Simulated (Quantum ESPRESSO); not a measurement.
LiCl under changes of volume

One of the cells (16.871 Å³/atom); the others are scaled copies at fixed shape and fractional positions:

```xyz
2
Lattice="0.0000 2.5648 2.5648 2.5648 0.0000 2.5648 2.5648 2.5648 0.0000" Properties=species:S:1:pos:R:3 pbc="T T T"
Cl    2.5648    2.5648    2.5648
Li    0.0000    0.0000    0.0000
```

| Property | Result |
| --- | --- |
| Program | Quantum ESPRESSO 7.5 |
| Functional | PBE |
| Dispersion | D3M |
| Potentials or basis | PseudoDojo 0.4 FR PBE stringent |
| Cutoff | 1306 eV |
| Density cutoff | 5225 eV |
| k mesh | 6 × 6 × 6 |
| Occupations | fermi-dirac, width 0.05 eV |
| Spin | spin-orbit coupling, no magnetisation |

```csv
volume (Å³/atom),energy over the lowest point (meV/atom),pressure (GPa),gap on the mesh (eV)
15.859,0.00,-2.8,6.65
16.196,6.47,-3.4,6.52
16.534,14.15,-3.9,6.40
16.871,22.91,-4.4,6.28
17.209,?,?,?
17.546,43.14,-5.2,6.07
17.883,54.41,-5.5,5.96
```

**Question.** What does the run at 17.209 Å³/atom give?

**Answer.** Energy over the lowest point 32.61 meV/atom; pressure -4.8 GPa; gap on the mesh 6.17 eV.

Worked out: A Birch-Murnaghan fit of order 3 (a polynomial in V^(-2/3)) to the other rows has no minimum within the range. It gives 32.62 meV/atom at 17.209 Å³/atom, against the run's 32.61, and -dE/dV = -4.8 GPa, against -4.8. A straight line through the other rows of the gap, of slope -5.7 eV per unit of ln V (its deformation potential), gives 6.18 eV, against the run's 6.17.

Energies are extrapolated to zero smearing.

A mesh can miss the band edges.
